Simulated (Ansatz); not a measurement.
Space group Pm-3m (No. 221). a = 6.224 Å, b = 6.224 Å, c = 6.224 Å, α = 90.00°, β = 90.00°, γ = 90.00°
| atom | site | symmetry | x | y | z |
| --- | --- | --- | --- | --- | --- |
| Cs | 1a | m-3m | 0.0000 | 0.0000 | 0.0000 |
| Sn | 1b | m-3m | 0.5000 | 0.5000 | 0.5000 |
| I | 3c | 4/mm.m | 0.0000 | 0.5000 | 0.5000 |

Equation of state of this CsSnI$_{3}$ structure (not necessarily the ground state), with shape and atoms relaxed at each volume where symmetry leaves them free. Method: DFT r2SCAN, scalar-relativistic, plane waves, PAW in Ansatz.

Cutoff 500 eV; k points 6×6×6 on the computed 5-atom cell (Γ-centred); Gaussian smearing, width 0.02 eV; no spin polarisation.

```tsv
V (Å³/atom)	E − E(largest V) (meV/atom)	P (GPa)	gap on mesh (eV)
45.336	2.24	1.25	0.15
46.783	-5.93	0.57	0.31
48.230	-8.46	0.00	0.46
49.676	-6.24	-0.48	0.60
51.123	0.00	-0.89	0.73
```

Q: Fit a third-order Birch–Murnaghan equation to E(V).

A: V0 = 48.24 Å³/atom, B0 = 17 GPa, B0' = 4.7.

Spin-orbit coupling is left out, which matters for the bands of heavy elements.

Symmetry holds off the tilts and polar distortions that many cubic perovskites undergo.